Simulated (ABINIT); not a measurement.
The system is PbSe (Clausthalite).

```
CELL_PARAMETERS angstrom
0.00000 3.06065 3.06065
3.06065 0.00000 3.06065
3.06065 3.06065 0.00000
ATOMIC_POSITIONS crystal
Pb 0.00000 0.00000 0.00000
Se 0.50000 0.50000 0.50000
```

Base run:

```yaml
Program: ABINIT 10.8.3 (patched build)
Functional: BP86
Potentials_or_basis: JTH PAW PBE v2.0 sp
Cutoff: 408 eV
k_mesh: 8 × 8 × 8
Occupations: fermi-dirac, width 0.05 eV
Spin: no spin polarisation
```

Its results: band gap on the k mesh 0.33 eV, direct; pressure 2.8 GPa.

Q: After a change of settings the same cell gave: band gap on the k mesh 0.18 eV, direct; pressure -1.2 GPa. Which change was it?
A. functional from BP86 to SOGGA
B. functional from BP86 to rSCAN; cutoff from 408 eV to 490 eV; fine-grid cutoff from 816.342 eV to 979.61 eV
C. functional from BP86 to LDA; potentials or basis from JTH PAW PBE v2.0 sp to JTH PAW LDA v2.0 sp
D. functional from BP86 to AM05

A: A.

Caveats: the PAW data sets were made with another functional, which shifts forces and pressure a little; spin-orbit coupling is left out, which as a rule narrows the gap of such compounds by several tenths of an eV; this set keeps more shells in the core, which shifts pressures and gaps.
